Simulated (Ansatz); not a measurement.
# NiO2: the cost of one run

Program: Ansatz 0.2.0. Level of theory: DFT r2SCAN, scalar-relativistic, plane waves, PAW. These are calculated values, not measurements.

1 further run of the same task is left out (set aside as unsound or not needed). Runs told in other sessions of the task aren't counted.

## 1. Starting point

The structure is orthorhombic, space group Pbcn (No. 60). Conventional cell: a = 4.732 Å, b = 5.743 Å, c = 5.238 Å, α = 90.00°, β = 90.00°, γ = 90.00°. Sn (site symmetry 2) has 6 O at 2.03 to 2.11 Å in its first shell of neighbours. O (site symmetry 1) is surrounded by 3 Sn at 2.03 to 2.11 Å.

Structure file:

```
Sn O
1.0
     4.73226    0.00000    0.00000
     0.00000    5.74336    0.00000
     0.00000    0.00000    5.23811
Sn O
4 8
Direct
  0.50000 0.66519 0.75000
  0.00000 0.83481 0.25000
  0.50000 0.33481 0.25000
  0.00000 0.16519 0.75000
  0.72980 0.60762 0.07888
  0.22980 0.89238 0.92112
  0.77020 0.89238 0.57888
  0.27020 0.60762 0.42112
  0.72980 0.39238 0.57888
  0.22980 0.10762 0.42112
  0.77020 0.10762 0.07888
  0.27020 0.39238 0.92112
```

It goes back to an entry of the Materials Project, which need not be the stable form.

This cell was relaxed beforehand with the same method: volume 11.86 Å³/atom, gap on the mesh 2.08 eV.

## 2. Swap Sn → Ni

The start of NiO2: fractional positions of relaxed SnO2, cell scaled by 0.965, a guess from tabulated radii. Atoms that may carry a moment start with parallel spins.

## 3. Quick check of gap, pressure and forces (NiO2)

Contents of input.yaml:

```yaml
crystal:
  lattice:
    - [4.5674121794, 0.0, 0.0]
    - [0.0, 5.5432846699, 0.0]
    - [0.0, 0.0, 5.0556367407]
  atoms:
    - { symbol: Ni, position: [0.5, 0.6651905234, 0.75], spin: 2.0 }
    - { symbol: Ni, position: [0.0, 0.8348094766, 0.25], spin: 2.0 }
    - { symbol: Ni, position: [0.5, 0.3348094766, 0.25], spin: 2.0 }
    - { symbol: Ni, position: [0.0, 0.1651905234, 0.75], spin: 2.0 }
    - { symbol: O, position: [0.7297996678, 0.6076164214, 0.0788779043] }
    - { symbol: O, position: [0.2297996678, 0.8923835786, 0.9211220957] }
    - { symbol: O, position: [0.7702003322, 0.8923835786, 0.5788779043] }
    - { symbol: O, position: [0.2702003322, 0.6076164214, 0.4211220957] }
    - { symbol: O, position: [0.7297996678, 0.3923835786, 0.5788779043] }
    - { symbol: O, position: [0.2297996678, 0.1076164214, 0.4211220957] }
    - { symbol: O, position: [0.7702003322, 0.1076164214, 0.0788779043] }
    - { symbol: O, position: [0.2702003322, 0.3923835786, 0.9211220957] }
basis:
  ecutwfc: 500
kpoints:
  mp_grid: { grid: [4, 4, 4] }
hamiltonian:
  xc: r2scan
scf:
  occupations: { method: gaussian, width: 0.1 }
  lower_state_search: "off"
output:
  forces: true
  stress: true
  eigenvalues: true
  populations: true
magnetization:
  spin_polarized: true
```

Launch:

```
$ ansatz run input.yaml --threads 2 --pin off --max-ram 5120MiB --backend cpu --events-out ev --progress --plain --runs-dir out
```

Q: Estimate wall time and peak memory on 2 threads of Intel Xeon 6975P-C (Granite Rapids), shared host.

About 42 s, with a peak of 1 GiB.
